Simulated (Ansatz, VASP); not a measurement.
# One calculation of TiSi2, two programs

File INCAR:

```
SYSTEM = TiSi2
PREC = Accurate ; ENCUT = 520
EDIFF = 1E-7 ; ISMEAR = -1
SIGMA = 0.05 ; LREAL = .FALSE.
LASPH = .TRUE. ; NELM = 100
ALGO = Normal ; ISIF = 2
LWAVE = .FALSE. ; LCHARG = .FALSE.
GGA = PS ; NBANDS = 29
```

The input KPOINTS:

```
regular mesh
0
G
  7 7 7
  0 0 0
```

Contents of POSCAR:

```
TiSi2
1.0
    0.0000000000      4.1982724224      4.3465052936
    2.4363770274      0.0000000000      4.3465052936
    2.4363770274      4.1982724224      0.0000000000
Ti Si
2 4
Direct
    0.7500000000      0.7500000000      0.7500000000
    0.5000000000      0.5000000000      0.5000000000
    0.4125656100      0.0874343900      0.4125656100
    0.0874343900      0.4125656100      0.0874343900
    0.1625656100      0.8374343900      0.1625656100
    0.8374343900      0.1625656100      0.8374343900
```

input.yaml

```yaml
crystal:
  lattice:
    - [0.0, 4.1982724224, 4.3465052936]
    - [2.4363770274, 0.0, 4.3465052936]
    - [2.4363770274, 4.1982724224, 0.0]
  atoms:
    - { symbol: Ti, position: [0.75, 0.75, 0.75] }
    - { symbol: Ti, position: [0.5, 0.5, 0.5] }
    - { symbol: Si, position: [0.41256561, 0.08743439, 0.41256561] }
    - { symbol: Si, position: [0.08743439, 0.41256561, 0.08743439] }
    - { symbol: Si, position: [0.16256561, 0.83743439, 0.16256561] }
    - { symbol: Si, position: [0.83743439, 0.16256561, 0.83743439] }
kpoints:
  mp_grid: { grid: [7, 7, 7] }
scf:
  occupations: { method: fermi_dirac, width: 0.05 }
hamiltonian:
  xc: pbesol
  pseudopotentials: { kind: all_electron, lapw: { basis_error: 0.001 } }
output:
  forces: true
  stress: true
  eigenvalues: true
```

Change from the starting cell: volume scaled by 1.06.

Alike in both runs: task single point; functional PBEsol; k mesh 7 × 7 × 7; occupations fermi-dirac, width 0.05 eV; no spin polarisation.

|  | VASP | Ansatz |
| --- | --- | --- |
| version | VASP 6.6.1 | Ansatz 0.2.0 |
| potentials or method | VASP PAW PBE potentials, release 64 (Ti_sv, Si) | all-electron LAPW, scalar-relativistic |
| plane-wave cutoff (eV) | 520 | see its input |

Ansatz gave:

| Item | Value |
| --- | --- |
| gap on the k mesh at the Fermi level (eV) | none |
| pressure (GPa) | -9.5 |
| largest component of the traceless stress (GPa) | 0.58 |
| rms of the force components (eV/Å) | 0.008 |

Q: What did VASP give for the same quantities?

A: gap on the k mesh at the Fermi level (eV): none; pressure (GPa): -9.3; largest component of the traceless stress (GPa): 0.52; rms of the force components (eV/Å): 0.008.

Atom by atom the forces differ by 0.000 eV/Å (rms over components). A gap of «none» marks a metal or a gap that the smearing closes. Ansatz ran all-electron here, so the differences hold the error of VASP's frozen core and of both bases.

Caveats: the PAW data sets were made with another functional, which shifts forces and pressure a little (VASP).
